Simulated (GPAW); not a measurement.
# CaO (Fm-3m) in GPAW: notebook

One crystal, CaO, is run at these levels: PBEsol; tasks: band structure.

All numbers are computed with GPAW 26.7.0; they aren't measurements. Logs are shortened: lines on timing, memory, paths and dates and some standing lists are left out, and cuts for length are marked. The log counts tension as positive stress, the text compression.

### Step 1. The crystal as given

The structure is cubic, space group Fm-3m (No. 225). Conventional cell: a = 4.807 Å, b = 4.807 Å, c = 4.807 Å, α = 90.00°, β = 90.00°, γ = 90.00°. Ca (site symmetry m-3m) is surrounded by 6 O at 2.40 Å. O (site symmetry m-3m) has 6 Ca at 2.40 Å as nearest neighbours.

The cell is a database's computed one.

### Step 2. Band structure, PBEsol, 12.29 Å³/atom

run.py

```python
from ase import Atoms
from ase.dft.bandgap import bandgap
from ase.io import write
from ase.units import GPa
from gpaw import GPAW, PW, setup_paths

setup_paths.insert(0, '.')

atoms = Atoms(['Ca', 'O'],
              cell=[[0.0, 2.3074134682, 2.3074134682],
                    [2.3074134682, 0.0, 2.3074134682],
                    [2.3074134682, 2.3074134682, 0.0]],
              scaled_positions=[[0.0, 0.0, 0.0],
                                [0.5, 0.5, 0.5]],
              pbc=True)

calc = GPAW(mode=PW(800),
            xc='PBEsol',
            kpts={'size': (10, 10, 10), 'gamma': True},
            occupations={'name': 'fermi-dirac', 'width': 0.05},
            nbands=16,
            convergence={'density': 1e-05, 'energy': 1e-05},
            maxiter=150,
            txt='gpaw.txt')
atoms.calc = calc
energy = atoms.get_potential_energy()
forces = atoms.get_forces()
stress = atoms.get_stress()
calc.write('gs.gpw')
write('result.traj', atoms)
print(f'Energy: {energy:.6f} eV')
print('Forces (eV/A):')
print(forces.round(4))
print('Stress (GPa):', (stress / GPa).round(3))
print('Fermi level:', round(calc.get_fermi_level(), 4), 'eV')
print(f'Gap: {bandgap(calc)[0]:.4f} eV, direct: {bandgap(calc, direct=True)[0]:.4f} eV')

path = atoms.cell.bandpath('GXWKGLUWLK,UX', npoints=100, eps=1e-4)
bs_calc = calc.fixed_density(kpts=path, symmetry='off', nbands=25,
                             convergence={'bands': 'CBM+6.0', 'eigenstates': 1e-6}, txt='bands.txt')
bs = bs_calc.band_structure()
bs.write('bs.json')
print(f'Gap on the path: {bandgap(bs_calc)[0]:.4f} eV')
```

Potentials or basis: PAW data sets generated in the run's folder for this functional, pw.

Started as:

```
gpaw-setup -f PBEsol Ca O
OMP_NUM_THREADS=1 python run.py
```

gpaw.txt:

```text
__  _  _
 | _ |_)|_||  |
 |__||  | ||/\| - 26.7.0

Input parameters:
  mode=PW(ecut=800.0),
  convergence={'density': 1e-05, 'energy': 1e-05},
  kpts=MonkhorstPack(size=(10, 10, 10), gamma=True),
  maxiter=150,
  nbands=16,
  occupations=Occupations(name='fermi-dirac', width=0.05),
  xc=XC(name='PBEsol')

Diagonalizing LCAO Hamiltonian
Converting LCAO to pw mode

              O

       Ca

Atoms  # Å, Bohr magnetons
|   | symbol |        x |        y |        z |    initial magnetic moments |
|---|--------|----------|----------|----------|-----------------------------|
| 0 |     Ca | 0.000000 | 0.000000 | 0.000000 | ( 0.0000,  0.0000,  0.0000) |
| 1 |      O | 2.307413 | 2.307413 | 2.307413 | ( 0.0000,  0.0000,  0.0000) |

Unit cell  # Å
| periodic |        x |        y |        z |  lengths |    angles |
|----------|----------|----------|----------|----------|-----------|
|      yes | 0.000000 | 2.307413 | 2.307413 | 3.263175 | 60.000000 |
|      yes | 2.307413 | 0.000000 | 2.307413 | 3.263175 | 60.000000 |
|      yes | 2.307413 | 2.307413 | 0.000000 | 3.263175 | 60.000000 |

Number of symmetries: 48
Symmetry operations  # r_c * U_cc + t_c -> r_c
|    | kind |            matrix            |
|----|------|------------------------------|
|  0 |  σ   |  1, 0, 0,  1, 0,-1,  1,-1, 0 |
|  1 |  C2  |  1, 0, 0,  1,-1, 0,  1, 0,-1 |
|  2 |  E   |  1, 0, 0,  0, 1, 0,  0, 0, 1 |
|  3 |  σ   |  1, 0, 0,  0, 0, 1,  0, 1, 0 |
|  4 |  C4  |  1, 0,-1,  1, 0, 0,  1,-1, 0 |
|  5 |  S6  |  1, 0,-1,  1,-1, 0,  1, 0, 0 |
|  6 |  σ   |  1, 0,-1,  0, 1,-1,  0, 0,-1 |
|  7 |  C3  |  1, 0,-1,  0, 0,-1,  0, 1,-1 |
|  8 |  S6  |  1,-1, 0,  1, 0, 0,  1, 0,-1 |
|  9 |  C4  |  1,-1, 0,  1, 0,-1,  1, 0, 0 |
| 10 |  C3  |  1,-1, 0,  0,-1, 1,  0,-1, 0 |
| 11 |  σ   |  1,-1, 0,  0,-1, 0,  0,-1, 1 |
| 12 |  σ   |  0, 1, 0,  1, 0, 0,  0, 0, 1 |
| 13 |  C4  |  0, 1, 0,  0, 1,-1, -1, 1, 0 |
| 14 |  C3  |  0, 1, 0,  0, 0, 1,  1, 0, 0 |
| 15 |  S6  |  0, 1, 0, -1, 1, 0,  0, 1,-1 |
| 16 |  C2  |  0, 1,-1,  1, 0,-1,  0, 0,-1 |
| 17 |  σ   |  0, 1,-1,  0, 1, 0, -1, 1, 0 |
| 18 |  S4  |  0, 1,-1,  0, 0,-1,  1, 0,-1 |
| 19 |  C4  |  0, 1,-1, -1, 1, 0,  0, 1, 0 |
| 20 |  C3  |  0, 0, 1,  1, 0, 0,  0, 1, 0 |
| 21 |  σ   |  0, 0, 1,  0, 1, 0,  1, 0, 0 |
| 22 |  S6  |  0, 0, 1,  0,-1, 1, -1, 0, 1 |
| 23 |  C4  |  0, 0, 1, -1, 0, 1,  0,-1, 1 |
| 24 |  S4  |  0, 0,-1,  1, 0,-1,  0, 1,-1 |
| 25 |  C3  |  0, 0,-1,  0, 1,-1,  1, 0,-1 |
| 26 |  C2  |  0, 0,-1,  0,-1, 0, -1, 0, 0 |
| 27 |  S6  |  0, 0,-1, -1, 0, 0,  0,-1, 0 |
| 28 |  S4  |  0,-1, 1,  1,-1, 0,  0,-1, 0 |
| 29 |  C4  |  0,-1, 1,  0, 0, 1, -1, 0, 1 |
| 30 |  C2  |  0,-1, 1,  0,-1, 0,  1,-1, 0 |
| 31 |  σ   |  0,-1, 1, -1, 0, 1,  0, 0, 1 |
| 32 |  C3  |  0,-1, 0,  1,-1, 0,  0,-1, 1 |
| 33 |  S6  |  0,-1, 0,  0, 0,-1, -1, 0, 0 |
| 34 |  S4  |  0,-1, 0,  0,-1, 1,  1,-1, 0 |
| 35 |  C2  |  0,-1, 0, -1, 0, 0,  0, 0,-1 |
| 36 |  C2  | -1, 1, 0,  0, 1, 0,  0, 1,-1 |
| 37 |  S6  | -1, 1, 0,  0, 1,-1,  0, 1, 0 |
| 38 |  S4  | -1, 1, 0, -1, 0, 1, -1, 0, 0 |
| 39 |  C3  | -1, 1, 0, -1, 0, 0, -1, 0, 1 |
| 40 |  S6  | -1, 0, 1,  0, 0, 1,  0,-1, 1 |
| 41 |  C2  | -1, 0, 1,  0,-1, 1,  0, 0, 1 |
| 42 |  C3  | -1, 0, 1, -1, 1, 0, -1, 0, 0 |
| 43 |  S4  | -1, 0, 1, -1, 0, 0, -1, 1, 0 |
| 44 |  C2  | -1, 0, 0,  0, 0,-1,  0,-1, 0 |
| 45 |  i   | -1, 0, 0,  0,-1, 0,  0, 0,-1 |
| 46 |  σ   | -1, 0, 0, -1, 1, 0, -1, 0, 1 |
| 47 |  C2  | -1, 0, 0, -1, 0, 1, -1, 1, 0 |

BZ-sampling:
  Number of BZ points: 1000
  Number of IBZ points: 47

  Monkhorst-Pack size: [10, 10, 10]
  Monkhorst-Pack shift: [0.05, 0.05, 0.05]

K-points  # in reciprocal-cell coordinates
|     |                                coordinates |     weight |
|-----|--------------------------------------------|------------|
|   0 | (  0.00000000,   0.00000000,   0.00000000) | 0.00100000 |
|   1 | (  0.10000000,   0.10000000,   0.00000000) | 0.00600000 |
|   2 | (  0.10000000,   0.10000000,   0.10000000) | 0.00800000 |
|   3 | (  0.20000000,   0.10000000,   0.10000000) | 0.01200000 |
|   4 | (  0.20000000,   0.20000000,   0.00000000) | 0.00600000 |
|   5 | (  0.20000000,   0.20000000,   0.10000000) | 0.02400000 |
|   6 | (  0.20000000,   0.20000000,   0.20000000) | 0.00800000 |
|   7 | (  0.30000000,   0.20000000,   0.10000000) | 0.02400000 |
|   8 | (  0.30000000,   0.20000000,   0.20000000) | 0.02400000 |
|   9 | (  0.30000000,   0.30000000,   0.00000000) | 0.00600000 |
| ... |                                            |            |
|  46 | (  0.50000000,   0.50000000,   0.50000000) | 0.00400000 |

Plane wave coefficients: 1295
Cutoff: 800.0 eV

Spin-components: 1 (collinear spins)
Bands:           16
Projectors:      10
Spin-degeneracy: 2
Datatype:        complex128

Parallelization:
  kpt:    1
  domain: 1
  band:   1

Density:
  Valence electrons: 16.0
  Components: 1
  Grid points: [24 24 24]
  Charge: 0.0  # |e|

Potential:
  Grid points: [24 24 24]

species:
  Ca:
    name:    Calcium
    Z:       20.0
    valence: 10
    core:    10
    charge:  0.0  # [|e|]
    compensation charges:
      type: gauss
      rc: 0.37  # [Å]
      lmax: 2
    cutoffs:
      filter: 2.10  # [Å]
      core: 1.17  # [Å]
    projectors
    | kind |    occ | energy [eV] | rcut [Å] |
    |------|--------|-------------|----------|
    |   3s |  2.000 |     -46.952 |    1.175 |
    |   4s |  2.000 |      -3.764 |    1.175 |
    |   3p |  6.000 |     -27.950 |    1.154 |
    |    p |        |      -0.738 |    1.154 |
    |    d |        |       0.000 |    0.937 |

    Using partial waves for Ca as LCAO basis

  O:
    name:    Oxygen
    Z:       8.0
    valence: 6
    core:    2
    charge:  0.0  # [|e|]
    compensation charges:
      type: gauss
      rc: 0.21  # [Å]
      lmax: 2
    cutoffs:
      filter: 1.17  # [Å]
      core: 0.83  # [Å]
    projectors
    | kind |    occ | energy [eV] | rcut [Å] |
    |------|--------|-------------|----------|
    |   2s |  2.000 |     -23.808 |    0.688 |
    |   2p |  4.000 |      -8.972 |    0.598 |
    |    s |        |       3.404 |    0.688 |
    |    p |        |      18.239 |    0.598 |
    |    d |        |       0.000 |    0.619 |

    Using partial waves for O as LCAO basis

Reference energy: -20521.519516  # eV

eigensolver:
  PPCG
  Converge bands: occupied
  niter=2

density mixing:
  MSR1-Mixer
  Pratt-step length: 0.05
  Maximum mixing coefficient: 0.75
  Old densities: 10
  SVD Regularization: 0.005
  Good broyden scale: 1.0
  Trust region scale: 1.0
  Backstep threshold: 4.0
  History deletion threshold: 6.0
  Fourier metric: weight=20.0, sigma=0.015

occupation numbers:
  Fermi-Dirac:
    width: 0.0500  # eV

poisson solver:
  ecut: 6400.0  # eV

xc functional:
  name: PBEsol with 2 nearest neighbor stencil

convergence criteria:
- Maximum integral of absolute [dens]ity change: 1e-05 electrons / valence electron
- Maximum [total energy] change in last 3 cyles: 1e-05 eV / valence electron
- Maximum integral of absolute [eigenst]ate change: 4e-08 eV^2 / valence electron
maximum number of iterations: 150

SCF iterations
|iter     | |      energy | eigst |  dens |
|---------|-|-------------|-------|-------|
|iter:   1| |  -14.719947 | +0.59 |       |
|iter:   2| |  -14.382785 | -1.76 | -0.99 |
|iter:   3| |  -13.590010 | -1.25 | -1.05 |
|iter:   4| |  -13.585716 | -2.97 | -1.51 |
|iter:   5| |  -13.589445 | -3.72 | -1.76 |
|iter:   6| |  -13.589434 | -5.70 | -2.98 |
|iter:   7| |  -13.589444c| -6.20 | -3.32 |
|iter:   8| |  -13.589444c| -8.04c| -4.09 |
|iter:   9| |  -13.589444c| -8.55c| -5.05c|

Converged in 9 steps
Energy contributions relative to reference atoms: (reference = -20521.519516)

Energy contributions:
  Kinetic:          21.804170
  Coulomb:         -17.188541
  Zero:             -0.537065
  External:          0.000000
  Xc:              -17.668007
  Entropy:          -0.000000
  Spinorbit:         0.000000
  ----------------------------
  Free energy:     -13.589444
  Extrapolated:    -13.589444

dipole moment: (-15.232609, -15.232609, -15.232609)  # |e|*Ang

Fermi level: 7.306
Eigenvalues  # (at kpt = [0.000, 0.000, 0.000])
| band index |      eig [eV] | occ [0-2] |
|------------|---------------|-----------|
|          0 |       -31.215 |     2.000 |
|          1 |       -11.975 |     2.000 |
|          2 |       -11.975 |     2.000 |
|          3 |       -11.975 |     2.000 |
|          4 |        -9.945 |     2.000 |
|          5 |         5.692 |     2.000 |
[... 8 lines left out ...]
|         14 |        21.157 |     0.000 |
|         15 |        30.246 |     0.000 |

Gap: 3.513 eV
Transition (v -> c):
  (s=0, k=0, n=7, [0.00, 0.00, 0.00]) -> (s=0, k=41, n=8, [0.50, 0.50, 0.00])
Direct/indirect transitions are different
Direct gap: 3.851 eV
Transition at: (s=0, k=41, n=7, [0.50, 0.50, 0.00])

Forces  # eV/Ang
|       x |       y |       z |
|---------|---------|---------|
| 0.00000 | 0.00000 | 0.00000 |  # Ca   0
| 0.00000 | 0.00000 | 0.00000 |  # O    1

Stress tensor  # eV/Ang^3
|         x |         y |         z |
|-----------|-----------|-----------|
| -0.093689 |  0.000000 |  0.000000 |
|  0.000000 | -0.093689 |  0.000000 |
|  0.000000 |  0.000000 | -0.093689 |

# Writing to gs.gpw (mode='')
```

It took 57 s on 1 thread of Arm Neoverse V1, shared host; peak memory 0.26 GiB.

Results:

- Free energy: -13.5894 eV
- Pressure: 15.0 GPa
- Band gap on the k mesh: 3.51 eV, indirect (least direct gap 3.85 eV)
- Band gap along the path: 3.51 eV, indirect (least direct gap 3.85 eV)

Caveat: the density grid can change from cell to cell, which puts small steps into energies and stress.

### Step 3. Band structure, PBEsol, 13.07 Å³/atom

run.py: that of step 2 with these lines changed.

```diff
@@ -9,5 +9,5 @@
 atoms = Atoms(['Ca', 'O'],
-              cell=[[0.0, 2.3074134682, 2.3074134682],
-                    [2.3074134682, 0.0, 2.3074134682],
-                    [2.3074134682, 2.3074134682, 0.0]],
+              cell=[[0.0, 2.3554845821, 2.3554845821],
+                    [2.3554845821, 0.0, 2.3554845821],
+                    [2.3554845821, 2.3554845821, 0.0]],
               scaled_positions=[[0.0, 0.0, 0.0],
```

Potentials or basis: PAW data sets generated in the run's folder for this functional, pw.

Started as:

```
gpaw-setup -f PBEsol Ca O
OMP_NUM_THREADS=1 python run.py
```

Wall time 60 s (1 thread of Arm Neoverse V1, shared host); peak memory 0.26 GiB.

The run converged. Its results:

```yaml
Free_energy: -13.6873 eV
Pressure: 5.3 GPa
Band_gap_on_the_k_mesh: 3.56 eV, indirect (least direct gap 3.93 eV)
Band_gap_along_the_path: 3.56 eV, indirect (least direct gap 3.93 eV)
```

Caveat: the density grid can change from cell to cell, which puts small steps into energies and stress.
